**Q:** If every Co atom in CoSi is pushed the same way along z while the Si atoms stay put, does the crystal resist, or could it prefer a shifted, polar arrangement?

All Co atoms of CoSi (P2_13, 8 atoms a cell, a = 4.431 Å, 10.87 Å³ an atom) are shifted together along z, all else fixed. Ansatz 0.2.0, scalar-relativistic plane-wave PAW DFT with PBE, no spin polarisation, cutoff 420 eV, 10×10×10 k mesh, Gaussian smearing of 0.15 eV. Energies are free energies relative to the unshifted cell; pressure is positive in compression.

| displacement (Å) | energy change (eV a cell) | force along direction (eV/Å summed over the moved atoms) | pressure (GPa) |
| --- | --- | --- | --- |
| -0.2 | 0.653 | 6.750 | 3.86 |
| -0.1 | 0.159 | 3.209 | 0.94 |
| 0 | 0.000 | 0.000 | -0.01 |
| 0.05 | 0.040 | -1.585 | 0.23 |
| 0.15 | 0.362 | -4.917 | 2.15 |
| 0.175 | 0.496 | -5.815 | 2.94 |

**A:** Look at the signs first. The energy change is positive in every displaced row, and the force along the direction, summed over the four Co atoms, always points back towards zero displacement. Doubling the shift from -0.1 to -0.2 Å multiplies the force by 2.1 and the energy by 4.1. That is close to a spring, with a single well and no sign of a second one on this path.

**Q:** But the well looks lopsided. It reaches 0.653 eV on the left and only 0.496 eV on the right.

**A:** The last points lie at different distances, 0.2 and 0.175 Å. The crystal has no inversion centre, yet it has twofold screw axes perpendicular to z, and these turn a shift along +z into one along -z. Equal shifts either way must therefore cost the same energy. In wurtzite, shifted along its polar axis, no such operation exists and the two sides would differ.

No distance was computed on both sides, but the points fit together. Divide the size of the force by the size of the shift and order the rows by distance, jumping from side to side. This stiffness then rises steadily, from 31.7 eV/Å² at 0.05 Å to 33.8 eV/Å² at -0.2 Å.

**Q:** Symmetry would also allow a hilltop at zero, with a well on either side. Why is it a minimum?

**A:** Symmetry only makes the summed force vanish there; the bonding decides the rest. Each Co atom has seven close Si neighbours in different directions, so any shift shortens some contacts and stretches others. The shortest distance falls from 2.317 Å to 2.243 Å at -0.1 Å, and to 2.197 Å at 0.15 Å. At 0.05 Å it loses 0.58 Å per Å of shift, as expected for a bond along the body diagonal; the faster loss further out suggests that contacts lying closer to z have become the shortest. To first order the gains and losses cancel. What remains is expected to be a cost, since repulsion grows faster in the shortened contacts than it fades in the stretched ones.

A double well, as in ferroelectric oxides, can form when an off-centre ion gains enough from new bonding and from attraction between dipoles to overcome short-range repulsion. Here the Co atoms are already well bonded, and mobile electrons screen the dipoles. That argument fits the single well, but the table doesn't separate these contributions.

**Q:** Why does the pressure rise on both sides? I thought a spring pushed one way would pull the other way.

**A:** The pressure asks a different question: how would the energy of the shifted crystal change if the whole cell shrank? Since both directions cost the same energy in a cell of any size, they must also give the same pressure. The part of the stress that does change sign with the shift is the xy shear, positive for the negative shifts and negative for the positive ones in the same runs, and it doesn't enter the pressure. The sign of the pressure depends on whether, and how strongly, the spring stiffens when the cell shrinks.

Suppose first that it doesn't. Write the energy change as $E=\tfrac12Kx^2$, with $x$ the displacement and $K$ the stiffness. When the cell volume $V$ changes, the shift keeps its fraction of the cell edge, so $x^2$ grows as $V^{2/3}$. With $K$ constant, the added pressure is

$$p=-\frac{dE}{dV}=-\frac{2E}{3V}.$$

At -0.2 Å, $E=0.653$ eV and $V=8\times10.87=87.0$ Å³. With 1 eV/Å³ equal to about 160 GPa, this gives -0.80 GPa, an inward pull.

**Q:** The table has +3.86 GPa there.

**A:** So the constant spring fails even in sign, and it does so in every displaced row; the output printed below lists the estimates, which contain no adjustable constant. The stiffness must rise as the cell shrinks. Working back from the computed pressures, it rises by about 3.9 % for each 1 % of volume lost. This is inferred from the pressure at one volume, and a repeat of the scan in a slightly smaller cell, starting from the same fractional coordinates, would test it directly.

**Q:** How can the spring depend so strongly on volume when the energy curve is almost a perfect parabola?

**A:** The likely reason is that bonds become stiffer when short and softer when long. During the shift some bonds move towards the stiff side and others towards the soft side. The screw axes make the leading part of this effect cancel exactly in the total, and the slight hardening at large shifts is a higher-order term. The forces on single atoms in the same runs show the imbalance that the sum hides: the four Co atoms split into two pairs, one pushed back about a fifth harder than the other at -0.2 Å, and the pair that is pushed harder swaps when the shift changes sign. Squeezing the cell shortens all bonds together, so their stiffening adds up. In this picture the energy curve hides the uneven stiffness of the bonds, while the pressure brings it out.

**Q:** What would I get by moving the Si atoms instead?

**A:** The same energies and pressures at equal distances. Moving Si up is the same as moving Co down, apart from carrying the whole crystal along.

**Q:** Then may I call CoSi stable against becoming polar?

**A:** Only against this rigid shift. The cell and all other coordinates were held fixed, and at 0.05 Å the Si atoms already feel sideways forces of about 0.15 eV/Å each. Letting them respond, or letting the cell shear, would lower the energy of the shifted crystal, by an amount not computed here. Spin polarisation was also switched off, so a magnetic state of the displaced crystal remains untested.

Numerical output:

```
Shift of the Co sublattice:
    row  energy per Co atom in eV  mean force per Co atom in eV/A  pressure for constant stiffness in GPa  shortest distance in A
   -0.2                    0.1633                           1.688                                 -0.8017                   2.151
   -0.1                   0.03975                          0.8023                                 -0.1952                   2.243
    0.0                         0                               0                                       0                   2.317
   0.05                      0.01                         -0.3962                                -0.04911                   2.288
   0.15                    0.0905                          -1.229                                 -0.4444                   2.197
  0.175                     0.124                          -1.454                                  -0.609                   2.174
Stiffness (minus force over shift) in eV/A2 a cell, displaced rows in table order: 33.75, 32.09, 31.7, 32.78, 33.23
Rise of this stiffness from the smallest to the largest shift in percent: 6.467
Half of force times shift at -0.2 A, above the computed energy by percent: 3.369
Energy at -0.2 A over energy at -0.1 A: 4.107
Force at -0.2 A over force at -0.1 A: 2.103
Added pressure at -0.2 A over that at -0.1 A: 4.074
Added pressure times volume over energy, displaced rows in table order: 3.218, 3.244, 3.258, 3.24, 3.229
Mean of that ratio: 3.238
Rise of stiffness in percent for 1 percent less volume: 3.905
Loss of shortest distance per angstrom of shift, displaced rows in table order: 0.83, 0.74, 0.58, 0.8, 0.8171
Stress along the shift over mean pressure, displaced rows in table order: 2.015, 2.038, 2.033, 2.021, 2.019
```
